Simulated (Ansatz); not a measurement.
# Dielectric response of BeTe (110) films

Wanted: ε of zincblende BeTe (110) by finite fields on slabs, and the band edges against the vacuum where run.

Program: Ansatz 0.2.0. Level of theory: plane-wave DFT, PBE, Ansatz PAW (set soft_1); PAW set soft_1, in the first sound run; inputs show where later runs differ. Results are calculated unless marked as measured.

The experiments to compare with:

For BeTe, zincblende (quoted from earlier experiment), “The band structure of BeTe - a combined experimental and theoretical study” (1997, arxiv:cond-mat/9712266) quotes earlier work: band gap (absolute (indirect, Gamma to X) gap) 2.7 eV [literature value quoted in the theory comparison; sample and temperature not stated].

## 1. Set-up

The cell holds 10 atoms: 5 Be and 5 Te. Cell: a = 3.981 Å, b = 5.630 Å, c = 25.962 Å, α = 90.0°, β = 90.0°, γ = 90.0°. It derives from BeTe (zincblende BeTe). Vacuum lies along c.

## 2. Relaxation, 10 atoms, units 5

The structure is relaxed first, because levels and dipoles at a surface follow the positions of the outer atoms.

Input file input.yaml:

```yaml
crystal:
  lattice:
    - [3.98101118, 0.0, 0.0]
    - [0.0, 5.63, 0.0]
    - [0.0, 0.0, 25.9620223562]
  atoms:
    - { symbol: Be, position: [0.5, 0.5, 0.3466602053] }
    - { symbol: Te, position: [0.0, 0.75, 0.3466602053] }
    - { symbol: Be, position: [0.0, 0.0, 0.4233301027] }
    - { symbol: Te, position: [0.5, 0.25, 0.4233301027] }
    - { symbol: Be, position: [0.5, 0.5, 0.5] }
    - { symbol: Te, position: [0.0, 0.75, 0.5] }
    - { symbol: Be, position: [0.0, 0.0, 0.5766698973] }
    - { symbol: Te, position: [0.5, 0.25, 0.5766698973] }
    - { symbol: Be, position: [0.5, 0.5, 0.6533397947] }
    - { symbol: Te, position: [0.0, 0.75, 0.6533397947] }
kpoints:
  mp_grid: { grid: [8, 6, 1] }
hamiltonian:
  xc: pbe
  pseudopotentials: { kind: paw, azcp: { folder: soft_1 } }
scf:
  occupations: { method: fixed }
  convergence: { dr2_threshold: 1.0e-09 }
efield:
  axis: 3
  dipole_correction: true
  ramp_position: 0.97
  ramp_width: 0.06
relax:
  f_tol: 0.003
  max_steps: 100
output:
  write_potential: true
  write_density: true
  volumetric_format: npy
```

The run is started by

```bash
$ ansatz run input.yaml --threads 4 --pin off --max-ram 8192MiB --backend cpu --events-out ev --progress --plain --runs-dir out
```

Numbers of over 12 decimals in the logs are rounded to 6 here.

The program printed:

```text
Engine: ansatz 0.2.0, x86_64-unknown-linux-gnu
Pseudopotentials: kind: paw
Pseudopotential: Be, paw, valence charge 2, recommended cutoff 420 eV (normal), soft_1/Be.paw.azcp
Pseudopotential: Te, paw, valence charge 16, recommended cutoff 420 eV (normal), soft_1/Te.paw.azcp
Functional definition: PBE
  parameter kappa = 0.804
  parameter beta = 0.066725
  exchange = pbe_x(kappa = kappa, mu = beta*pi^2/3)
  correlation = pbe_c(beta = beta)
Crystal: 10 atoms, lattice volume = 581.889 Å³
Basis set: ecut = 420 eV, 11417 PW (Γ), exchange–correlation on 54×80×360 points (8 copies of the dense FFT grid, shifted against one another)
Bands: 55, of which v1, the nominal top of the filled ones, is band 45 counted from 1 (44 counted from 0)
Symmetry: 2 space group operations
k-points: 20 of 48 (time reversal used)
Non-local potential: Be, projectors of the file, l = 0: 2, l = 1: 2, l = 2: 1
Non-local potential: Te, projectors of the file, l = 0: 2, l = 1: 2, l = 2: 2, l = 3: 1
PAW form: soft (Blöchl's): semilocal exchange-correlation on the pseudo side does not see the compensation charge
PAW one-centre angular grid: Be, 110 points (default); XC on 64 Gauss nodes
PAW one-centre angular grid: Te, 590 points (default); XC on 64 Gauss nodes
Initial density: superposition of atomic densities (neutral atoms: chi_scale 0, normalization atom)
Initial wavefunctions: pseudopotential atomic-orbital guess
Functional: x = pbe(κ = 0.804, μ = 0.219515), c = pbe(β = 0.066725)
SCF iter   1: F=—  HF=-35366.287384 eV  |F-HF|=—  |Δ(HF+E_count)|=         —  Δρ=1.86e-2  dr2=3.38e0  ethr=3.10e-3  p=0.000 e·Å  D=1.11e-13 V/Å  ΔV_dip=-0.00 eV  dr2_dipole=1.23e-9  V_vac-E_F(+/−)=6.24/6.24 eV  ⟨swp⟩=6.2  Hψ=4177  notcnv=0  defer=152
efield: sawtooth ramp at fractional position 0.9700 (set: `efield.ramp_position`, or a place that a band, a saddle search or an elastic batch's reference lends), width 0.0600; the density the first Hamiltonian is built on has a dipole p = 0.000 e·Å; the dipole correction subtracts the counter field D = 1.11e-13 V/Å, which shifts the + side's vacuum level by -0.00 eV against the − side's; the planar-averaged density in the ramp window peaks in size at 2.0e-7 e/Å³
preconditioner: auto → Resta (q_TF=auto, 1.999 Å⁻¹)  ε∞=2.3  [insulator: Δε(μ)=2.139 eV  Ē_g=8.684 eV  n_scr=84 (ndim 8)  ℏωp=9.7 eV  f_vac=0.553  ε∞_Penn≈2.3  vacuum switching on, ρ_ref=5.5e-3 e/Å³]
SCF iter   2: F=—  HF=-35365.612936 eV  |F-HF|=—  |Δ(HF+E_count)|=   6.74e-1  Δρ=9.60e-3  dr2=7.54e-1  ethr=3.10e-3  p=0.000 e·Å  D=4.55e-6 V/Å  ΔV_dip=-0.00 eV  dr2_dipole=8.11e-10  V_vac-E_F(+/−)=5.24/5.24 eV  ⟨swp⟩=3.4  Hψ=1542  notcnv=0  defer=155
density mixer auto → msr1: gapped (density of states about μ 0.08 of a free-electron gas's, 84 screened modes)
SCF iter   3: F=—  HF=-35365.542053 eV  |F-HF|=—  |Δ(HF+E_count)|=   7.09e-2  Δρ=3.13e-3  dr2=3.61e-1  ethr=8.38e-4  p=-0.000 e·Å  D=-5.92e-6 V/Å  ΔV_dip=0.00 eV  dr2_dipole=5.71e-10  V_vac-E_F(+/−)=5.33/5.33 eV  ⟨swp⟩=4.0  Hψ=1473  notcnv=0  defer=159
SCF iter   4: F=—  HF=-35365.492006 eV  |F-HF|=—  |Δ(HF+E_count)|=   5.00e-2  Δρ=9.06e-4  dr2=6.91e-3  ethr=4.01e-4  p=-0.000 e·Å  D=-1.10e-5 V/Å  ΔV_dip=0.00 eV  dr2_dipole=1.01e-8  V_vac-E_F(+/−)=4.88/4.88 eV  ⟨swp⟩=3.8  Hψ=1529  notcnv=0  defer=160
SCF iter   5: F=—  HF=-35365.495927 eV  |F-HF|=—  |Δ(HF+E_count)|=   3.92e-3  Δρ=3.11e-4  dr2=7.01e-4  ethr=7.68e-6  p=0.000 e·Å  D=1.93e-5 V/Å  ΔV_dip=-0.00 eV  dr2_dipole=3.46e-8  V_vac-E_F(+/−)=4.89/4.89 eV  ⟨swp⟩=3.4  Hψ=1524  notcnv=0  defer=160
SCF iter   6: F=—  HF=-35365.496553 eV  |F-HF|=—  |Δ(HF+E_count)|=   6.26e-4  Δρ=8.83e-5  dr2=6.96e-5  ethr=7.79e-7  p=-0.000 e·Å  D=-3.34e-5 V/Å  ΔV_dip=0.00 eV  dr2_dipole=1.15e-7  V_vac-E_F(+/−)=4.88/4.88 eV  ⟨swp⟩=2.0  Hψ=1379  notcnv=0  defer=160
SCF iter   7: F=—  HF=-35365.496628 eV  |F-HF|=—  |Δ(HF+E_count)|=   7.57e-5  Δρ=2.33e-5  dr2=6.27e-6  ethr=7.73e-8  p=0.000 e·Å  D=6.81e-5 V/Å  ΔV_dip=-0.00 eV  dr2_dipole=4.65e-7  V_vac-E_F(+/−)=4.88/4.88 eV  ⟨swp⟩=2.0  Hψ=1433  notcnv=0  defer=159
SCF iter   8: F=—  HF=-35365.496648 eV  |F-HF|=—  |Δ(HF+E_count)|=   1.99e-5  Δρ=8.15e-6  dr2=2.49e-6  ethr=6.97e-9  p=-0.000 e·Å  D=-1.05e-4 V/Å  ΔV_dip=0.00 eV  dr2_dipole=1.18e-6  V_vac-E_F(+/−)=4.88/4.88 eV  ⟨swp⟩=2.8  Hψ=2152  notcnv=0  defer=156
SCF iter   9: F=—  HF=-35365.496648 eV  |F-HF|=—  |Δ(HF+E_count)|=   1.41e-7  Δρ=4.79e-6  dr2=9.16e-7  ethr=2.77e-9  p=0.000 e·Å  D=6.42e-5 V/Å  ΔV_dip=-0.00 eV  dr2_dipole=4.39e-7  V_vac-E_F(+/−)=4.88/4.88 eV  ⟨swp⟩=2.8  Hψ=1348  notcnv=0  defer=156
SCF iter  10: F=—  HF=-35365.496648 eV  |F-HF|=—  |Δ(HF+E_count)|=   1.73e-8  Δρ=2.11e-6  dr2=1.31e-7  ethr=1.02e-9  p=0.000 e·Å  D=2.19e-5 V/Å  ΔV_dip=-0.00 eV  dr2_dipole=5.56e-8  V_vac-E_F(+/−)=4.88/4.88 eV  ⟨swp⟩=2.0  Hψ=1166  notcnv=0  defer=156
SCF iter  11: F=—  HF=-35365.496648 eV  |F-HF|=—  |Δ(HF+E_count)|=   3.37e-8  Δρ=5.29e-7  dr2=4.79e-9  ethr=1.46e-10  p=0.000 e·Å  D=4.35e-6 V/Å  ΔV_dip=-0.00 eV  dr2_dipole=1.69e-9  V_vac-E_F(+/−)=4.88/4.88 eV  ⟨swp⟩=2.0  Hψ=1371  notcnv=0  defer=156
SCF iter  12: F=-35365.496648 eV  HF=-35365.496648 eV  |F-HF|=3.64e-11  |Δ(HF+E_count)|=   3.00e-9  Δρ=1.13e-7  dr2=1.38e-10  ethr=1.11e-12  p=0.000 e·Å  D=2.48e-7 V/Å  ΔV_dip=-0.00 eV  dr2_dipole=4.20e-13  V_vac-E_F(+/−)=4.88/4.88 eV  ⟨swp⟩=9.7  Hψ=6461  notcnv=0
SCF 1 converged in 12 iterations: F = -35365.496648 eV  dr2 = 1.38e-10
  greatest PAW one-centre occupation: 0.998 electrons in one spin orbital (limit 2), on the Te atom at site 3 (counted from 0), in its partial waves of l = 2
relax step   1: F+E_penalty+E_count = -35365.49664842 eV  Δ(F+E_penalty+E_count) = +0.000e0 eV  max|allowed force component| = 1.247e0 eV/Å  Δτ_max = 0.0000 Å  (12 SCF iters, accepted)
Initial density: handed on by an earlier stage of this run
Initial wavefunctions: those handed on with the density
iter 1 solved again at ethr=1.07e-4 eV; its pass at ethr=3.10e-3 eV (dr2=9.67e-2 eV) is discarded
SCF iter   1: F=—  HF=-35366.163844 eV  |F-HF|=—  |Δ(HF+E_count)|=         —  Δρ=3.67e-3  dr2=9.68e-2  ethr=1.07e-4  p=0.000 e·Å  D=2.48e-7 V/Å  ΔV_dip=-0.00 eV  dr2_dipole=9.17e-14  V_vac-E_F(+/−)=4.98/4.98 eV  ⟨swp⟩=2.2  Hψ=4476  notcnv=0  defer=159
[...]
SCF 3 converged in 10 iterations: F = -35366.494786 eV  dr2 = 4.31e-10
relax step   3: F+E_penalty+E_count = -35366.49478583 eV  Δ(F+E_penalty+E_count) = -2.801e-1 eV  max|allowed force component| = 2.757e-1 eV/Å  Δτ_max = 0.1984 Å  (10 SCF iters, accepted)
[...]
relax step   4: F+E_penalty+E_count = -35366.55113942 eV  Δ(F+E_penalty+E_count) = -5.635e-2 eV  max|allowed force component| = 6.741e-2 eV/Å  Δτ_max = 0.1488 Å  (10 SCF iters, accepted)
[...]
relax step   5: F+E_penalty+E_count = -35366.55200784 eV  Δ(F+E_penalty+E_count) = -8.684e-4 eV  max|allowed force component| = 4.193e-2 eV/Å  Δτ_max = 0.0233 Å  (8 SCF iters, accepted)
SCF iter   1: F=—  HF=-35366.552463 eV  |F-HF|=—  |Δ(HF+E_count)|=         —  Δρ=1.65e-4  dr2=1.34e-4  ethr=1.28e-6  p=0.000 e·Å  D=5.27e-7 V/Å  ΔV_dip=-0.00 eV  dr2_dipole=3.03e-11  V_vac-E_F(+/−)=5.25/5.25 eV  ⟨swp⟩=5.2  Hψ=2408  notcnv=0  defer=160
efield: sawtooth ramp at fractional position 0.9700 (set: `efield.ramp_position`, or a place that a band, a saddle search or an elastic batch's reference lends), width 0.0600; the density the first Hamiltonian is built on has a dipole p = 0.000 e·Å; the dipole correction subtracts the counter field D = 5.27e-7 V/Å, which shifts the + side's vacuum level by -0.00 eV against the − side's; the planar-averaged density in the ramp window peaks in size at 6.1e-7 e/Å³
preconditioner: auto → Resta (q_TF=auto, 1.999 Å⁻¹)  ε∞=2.3  [insulator: Δε(μ)=1.574 eV  Ē_g=8.515 eV  n_scr=84 (ndim 8)  ℏωp=9.7 eV  f_vac=0.569  ε∞_Penn≈2.3  vacuum switching on, ρ_ref=5.3e-3 e/Å³]
SCF iter   2: F=—  HF=-35366.552454 eV  |F-HF|=—  |Δ(HF+E_count)|=   9.10e-6  Δρ=8.17e-5  dr2=2.78e-5  ethr=1.48e-7  p=-0.000 e·Å  D=-4.57e-7 V/Å  ΔV_dip=0.00 eV  dr2_dipole=9.57e-12  V_vac-E_F(+/−)=5.25/5.25 eV  ⟨swp⟩=2.0  Hψ=1535  notcnv=0  defer=159  κ⁻¹=1.0e0(r=1)
density mixer auto → broyden: gapped, where msr1 would fit the directions that read negative (density of states about μ 0.03 of a free-electron gas's, 84 screened modes)
SCF iter   3: F=—  HF=-35366.552459 eV  |F-HF|=—  |Δ(HF+E_count)|=   4.65e-6  Δρ=3.31e-5  dr2=4.96e-6  ethr=3.09e-8  p=0.000 e·Å  D=2.48e-7 V/Å  ΔV_dip=-0.00 eV  dr2_dipole=9.24e-12  V_vac-E_F(+/−)=5.25/5.25 eV  ⟨swp⟩=2.0  Hψ=1362  notcnv=0  defer=153  κ⁻¹=2.2e-1(r=2)
SCF iter   4: F=—  HF=-35366.552474 eV  |F-HF|=—  |Δ(HF+E_count)|=   1.51e-5  Δρ=8.84e-6  dr2=4.50e-7  ethr=5.52e-9  p=-0.000 e·Å  D=-2.65e-7 V/Å  ΔV_dip=0.00 eV  dr2_dipole=3.03e-12  V_vac-E_F(+/−)=5.25/5.25 eV  ⟨swp⟩=2.0  Hψ=1369  notcnv=0  defer=138  κ⁻¹=1.5e-2(r=3)
SCF iter   5: F=—  HF=-35366.552474 eV  |F-HF|=—  |Δ(HF+E_count)|=   2.67e-7  Δρ=2.72e-6  dr2=5.06e-8  ethr=5.00e-10  p=0.000 e·Å  D=9.53e-8 V/Å  ΔV_dip=-0.00 eV  dr2_dipole=2.75e-12  V_vac-E_F(+/−)=5.25/5.25 eV  ⟨swp⟩=2.0  Hψ=1411  notcnv=0  defer=138  κ⁻¹=8.2e-4(r=4)
SCF iter   6: F=—  HF=-35366.552474 eV  |F-HF|=—  |Δ(HF+E_count)|=   3.31e-8  Δρ=6.67e-7  dr2=3.70e-9  ethr=5.63e-11  p=-0.000 e·Å  D=-3.64e-7 V/Å  ΔV_dip=0.00 eV  dr2_dipole=6.95e-12  V_vac-E_F(+/−)=5.25/5.25 eV  ⟨swp⟩=2.0  Hψ=1431  notcnv=0  defer=138  κ⁻¹=7.3e-5(r=5)
SCF iter   7: F=-35366.552474 eV  HF=-35366.552474 eV  |F-HF|=3.86e-10  |Δ(HF+E_count)|=   3.91e-9  Δρ=2.40e-7  dr2=3.78e-10  ethr=1.11e-12  p=0.000 e·Å  D=2.87e-7 V/Å  ΔV_dip=-0.00 eV  dr2_dipole=1.21e-11  V_vac-E_F(+/−)=5.25/5.25 eV  ⟨swp⟩=8.8  Hψ=6073  notcnv=0
SCF 6 converged in 7 iterations: F = -35366.552474 eV  dr2 = 3.78e-10
relax step   6: F+E_penalty+E_count = -35366.55247424 eV  Δ(F+E_penalty+E_count) = -4.664e-4 eV  max|allowed force component| = 2.548e-3 eV/Å  Δτ_max = 0.0104 Å  (7 SCF iters, accepted)
NSCF: frozen V_eff on 20 k-points
the band table was solved once a step of the walk had ended and its energy, with any forces and stress, was formed, with the checks that follow a solve (6686 applications of the Hamiltonian). They found nothing against the state; the energy, forces and stress were not computed again (output.eigenvalues in the input reference)
WARN: The output density's exchange-correlation potential varies sharply where the density is thin. Do not read a vacuum level from v_tot or v_xc, or from such a field of the output density. On a cell that repeats whose density bears no net charge and no dipole along the vacuum's axis use v_es (v_loc + v_h of the components); under efield.dipole_correction with no amplitude use v_es + v_field, which holds any externa [...]
SCF converged after 7 iterations
Stability not checked: this state was not tested for a lower state beside it, because the mixer in use, unlike msr1, does not test its closes by its own steps (another_mixer; see scf.mixing.algorithm and scf.lower_state_search)
Free energy (F): -35366.552474 eV
Harris-Foulkes:  -35366.552474 eV  (|F-HF|=3.86e-10)
Internal energy: -35366.552474 eV  (E = F + TS)
E sigma→0 (E₀):  -35366.552474 eV
Fermi energy:    -0.441450 eV
Dipole field:    D = -0.000002 V/Å  (p = -0.000008 e·Å, saw-weighted, corrected)
Work function:   Φ+ = 5.2478 eV   Φ− = 5.2477 eV
Levels:          The Fermi level and band energies are counted from a zero that moves with the ramp; work functions are not
--- Per-component energies (eV) ---
  E_band       = -2019.934410
  E_kinetic    = 954.492535
  E_local      = -61847.606359  (includes V_loc(G=0)·N_el)
  E_nonlocal   = 358.076958
  E_hartree    = 30565.917057
  E_xc         = -705.062293
  E_vxc        = -601.482578  (∫ρ·V_xc dr)
  E_paw        = -23666.120277  (= ΣΔE_a)
  E_vpaw       = -2015.249371  (= ΣTr[D̂ρ^β])
  E_aug_tail   = 0.000431  (compensation charges beyond the density's cutoff)
  E_efield     = 0.000000  (sawtooth field / dipole correction)
  E_vefield    = 0.000000  (∫n·V_field dr)
  E_ewald      = 18973.749474
  E_smearing   = -0.000000  (= −TS)
  E_closure    = -0.000000  (closes the sum)
  Σ components = -35366.552474   (vs F -35366.552474, Δ=0.00e0)
--- Forces (eV/Å), atoms counted from 1 ---
  atom   1  Be     0.00000000    -0.00254677     0.00159169
  atom   2  Te     0.00000000     0.00056451    -0.00084814
  atom   3  Be     0.00000000     0.00062992    -0.00036212
  atom   4  Te     0.00000000    -0.00009112    -0.00169115
  atom   5  Be     0.00000000     0.00238764     0.00000082
  atom   6  Te     0.00000000     0.00050887    -0.00000054
  atom   7  Be     0.00000000     0.00063013     0.00036341
  atom   8  Te     0.00000000    -0.00009147     0.00169050
  atom   9  Be     0.00000000    -0.00254605    -0.00159080
  atom  10  Te     0.00000000     0.00056452     0.00084789
  max |Σ_I F_I| component: 1.02e-5 eV/Å
--- Band table (eV; the first three rows and the last of 20) ---
  k-point 0: bands = [... 41 lower, -1.1033, -0.8454, -0.8374, -0.4414, 1.8519, 2.5690, 2.5742, 3.1142, ... 6 higher]
  k-point 1: bands = [... 41 lower, -1.0904, -0.9578, -0.9230, -0.6995, 1.9179, 2.6248, 2.7015, 2.9939, ... 6 higher]
  k-point 2: bands = [... 41 lower, -1.2881, -1.2611, -1.2478, -0.9318, 2.0476, 2.5853, 2.7973, 3.1581, ... 6 higher]
  k-point 19: bands = [... 41 lower, -2.1343, -1.9178, -1.2992, -1.2755, 1.9627, 2.5720, 3.3679, 3.4804, ... 6 higher]
--- Relaxed structure (6 steps of the walk, 6 accepted, 0 SCFs on fresh bases) ---
  F+E_penalty+E_count = -35366.55247424 eV   max|allowed force component| = 2.548e-3 eV/Å
  atoms:
    - { symbol: Be, position: [0.5, 0.553622, 0.363944] }
    - { symbol: Te, position: [0.0, 0.752581, 0.339138] }
    - { symbol: Be, position: [0.0, -0.021299, 0.420416] }
    - { symbol: Te, position: [0.5, 0.231045, 0.422844] }
    - { symbol: Be, position: [0.5, 0.482264, 0.500000] }
    - { symbol: Te, position: [0.0, 0.735838, 0.500000] }
    - { symbol: Be, position: [0.0, -0.021299, 0.579584] }
    - { symbol: Te, position: [0.5, 0.231045, 0.577156] }
    - { symbol: Be, position: [0.5, 0.553622, 0.636056] }
    - { symbol: Te, position: [0.0, 0.752581, 0.660862] }
```

It took 84 s on 4 threads of Intel Xeon Platinum 8375C at 2.90GHz (Ice Lake), shared host; peak memory 1.3 GiB.

Relaxation path:

| step | energy less that of the first step (eV) | largest force component (eV/Å) |
| --- | --- | --- |
| 1 | 0.0000 | 1.2469 |
| 2 | -0.7181 | 0.6778 |
| 3 | -0.9981 | 0.2757 |
| 4 | -1.0545 | 0.0674 |
| 5 | -1.0554 | 0.0419 |
| 6 | -1.0558 | 0.0025 |

The run keeps the 2 symmetry operations that it works with, so distortions that break them were not tested.

The atoms that moved most (Å):

| atom | dx | dy | dz | length |
| --- | --- | --- | --- | --- |
| Be1 | 0.000 | 0.302 | 0.449 | 0.541 |
| Be9 | 0.000 | 0.302 | -0.449 | 0.541 |
| Te10 | 0.000 | 0.015 | 0.195 | 0.196 |
| Te2 | 0.000 | 0.015 | -0.195 | 0.196 |
| Be7 | 0.000 | -0.120 | 0.076 | 0.142 |
| Be3 | 0.000 | -0.120 | -0.076 | 0.142 |
| Te8 | 0.000 | -0.107 | 0.013 | 0.107 |
| Te4 | 0.000 | -0.107 | -0.013 | 0.107 |

This step gave:

* gap on the k-mesh: 1.573 eV
* dipole along the normal: -7.90e-6 e·Å
* ionisation energy, upper face: 5.248 eV
* electron affinity, upper face: 3.675 eV

Running mean over 1.991 Å of the planar mean; the ramp of the sawtooth is left out. The electron's electrostatic potential energy less the highest filled level by z:

| z (Å) | electron's electrostatic potential energy less the highest filled level (eV) |
| --- | --- |
| 4 | 5.25 |
| 5 | 5.25 |
| 6 | 5.21 |
| 7 | 4.60 |
| 8 | 1.57 |
| 9 | -1.70 |
| 10 | -2.76 |
| 11 | -2.66 |
| 12 | -2.39 |
| 13 | -2.46 |
| 14 | -2.40 |
| 15 | -2.67 |
| 16 | -2.73 |
| 17 | -1.66 |
| 18 | 1.72 |
| 19 | 4.66 |
| 20 | 5.21 |
| 21 | 5.25 |
| 22 | 5.25 |

The relaxation took 6 steps and lowered the energy by 1.1 eV; the largest force on the free atoms ends at 0.0025 eV/Å.

The gap is 1.57 eV, with the valence edge 5.25 eV and the conduction edge 3.68 eV under the upper vacuum level.

## 3. The relaxed film, single point, 10 atoms, units 5

The film was relaxed beforehand; a single point on the relaxed positions gives its levels and potential.

input.yaml, the sections that differ from step 2:

```yaml
crystal:
  lattice:
    - [3.98101118, 0.0, 0.0]
    - [0.0, 5.63, 0.0]
    - [0.0, 0.0, 25.9620223562]
  atoms:
    - { symbol: Be, position: [0.5, 0.5536218402, 0.3639435891] }
    - { symbol: Te, position: [0.0, 0.7525813358, 0.3391375608] }
    - { symbol: Be, position: [0.0, -0.0212990091, 0.4204156917] }
    - { symbol: Te, position: [0.5, 0.2310449241, 0.422844078] }
    - { symbol: Be, position: [0.5, 0.4822644859, 0.4999999963] }
    - { symbol: Te, position: [0.0, 0.7358378961, 0.5000000046] }
    - { symbol: Be, position: [0.0, -0.0212991229, 0.5795842966] }
    - { symbol: Te, position: [0.5, 0.2310448239, 0.5771559292] }
    - { symbol: Be, position: [0.5, 0.5536216581, 0.6360564111] }
    - { symbol: Te, position: [0.0, 0.752581168, 0.6608624426] }
output:
  eigenvalues: true
  write_potential: true
  write_density: true
  volumetric_format: npy
# kpoints, hamiltonian, scf, efield: as in step 2
# relax: removed
```

The program printed:

```text
[...]
Crystal: 10 atoms, lattice volume = 581.889 Å³
Basis set: ecut = 420 eV, 11417 PW (Γ)
Bands: 55, of which v1, the nominal top of the filled ones, is band 45 counted from 1 (44 counted from 0)
Symmetry: 2 space group operations
k-points: 20 of 48 (time reversal used)
[...]
SCF iter  11: F=-35366.552619 eV  HF=-35366.552619 eV  |F-HF|=8.15e-10  |Δ(HF+E_count)|=   1.40e-8  Δρ=2.81e-7  dr2=7.55e-10  ethr=1.11e-12  p=0.000 e·Å  D=9.99e-7 V/Å  ΔV_dip=-0.00 eV  dr2_dipole=9.14e-11  V_vac-E_F(+/−)=5.25/5.25 eV  ⟨swp⟩=19.2  Hψ=7393  notcnv=0
SCF 1 converged in 11 iterations: F = -35366.552619 eV  dr2 = 7.55e-10
[...]
SCF converged after 11 iterations
Free energy (F): -35366.552619 eV
[...]
Internal energy: -35366.552619 eV  (E = F + TS)
E sigma→0 (E₀):  -35366.552619 eV
Fermi energy:    -0.441430 eV
Dipole field:    D = -0.000007 V/Å  (p = -0.000021 e·Å, saw-weighted, corrected)
Work function:   Φ+ = 5.2478 eV   Φ− = 5.2476 eV
[...]
--- Band table (eV; the first three rows and the last of 20) ---
  k-point 0: bands = [... 41 lower, -1.1033, -0.8454, -0.8374, -0.4414, 1.8519, 2.5690, 2.5742, 3.1143, ... 6 higher]
  k-point 1: bands = [... 41 lower, -1.0903, -0.9578, -0.9230, -0.6995, 1.9179, 2.6248, 2.7015, 2.9939, ... 6 higher]
  k-point 2: bands = [... 41 lower, -1.2881, -1.2611, -1.2478, -0.9318, 2.0476, 2.5853, 2.7973, 3.1581, ... 6 higher]
  k-point 19: bands = [... 41 lower, -2.1343, -1.9177, -1.2992, -1.2755, 1.9627, 2.5720, 3.3679, 3.4804, ... 6 higher]
```

The job ended after 23 s (4 threads; peak memory 1.4 GiB).

Numbers from this step:

* dipole along the normal: -2.10e-5 e·Å

Running mean over 1.991 Å of the planar mean; the ramp of the sawtooth is left out. The electron's electrostatic potential energy less the highest filled level by z:

| z (Å) | electron's electrostatic potential energy less the highest filled level (eV) |
| --- | --- |
| 3.5 | 5.25 |
| 4.0 | 5.25 |
| 4.5 | 5.25 |
| 5.0 | 5.25 |
| 5.5 | 5.24 |
| 6.0 | 5.21 |
| 6.5 | 5.09 |
| 7.0 | 4.60 |
| 7.5 | 3.25 |
| 8.0 | 1.57 |
| 8.5 | -0.499 |
| 9.0 | -1.70 |
| 9.5 | -2.14 |
| 10.0 | -2.76 |
| 10.5 | -2.78 |
| 11.0 | -2.66 |
| 11.5 | -2.48 |
| 12.0 | -2.39 |
| 12.5 | -2.43 |
| 13.0 | -2.46 |
| 13.5 | -2.42 |
| 14.0 | -2.40 |
| 14.5 | -2.50 |
| 15.0 | -2.67 |
| 15.5 | -2.79 |
| 16.0 | -2.73 |
| 16.5 | -2.10 |
| 17.0 | -1.66 |
| 17.5 | -0.345 |
| 18.0 | 1.72 |
| 18.5 | 3.37 |
| 19.0 | 4.66 |
| 19.5 | 5.11 |
| 20.0 | 5.21 |
| 20.5 | 5.24 |
| 21.0 | 5.25 |
| 21.5 | 5.25 |
| 22.0 | 5.25 |
| 22.5 | 5.25 |

The gap is 1.57 eV, with the valence edge 5.25 eV and the conduction edge 3.68 eV under the upper vacuum level.

(Continued in part 2 of 5.)

[Logs are printed without paths, hosts, clocks, repeated set-up lines and the standing remarks that a program may print on its own settings, such as how far it seeks lower states.]

[Hosts, paths, dates, database ids (printed as entryN), source tags and the programs' standing remarks are cut or masked in the printed files.]

[Maps of the electrostatic potential energy from Ansatz leave out the sawtooth potential of an applied field or a dipole correction, so their vacuum need not be flat; planar profiles and work functions include it.]
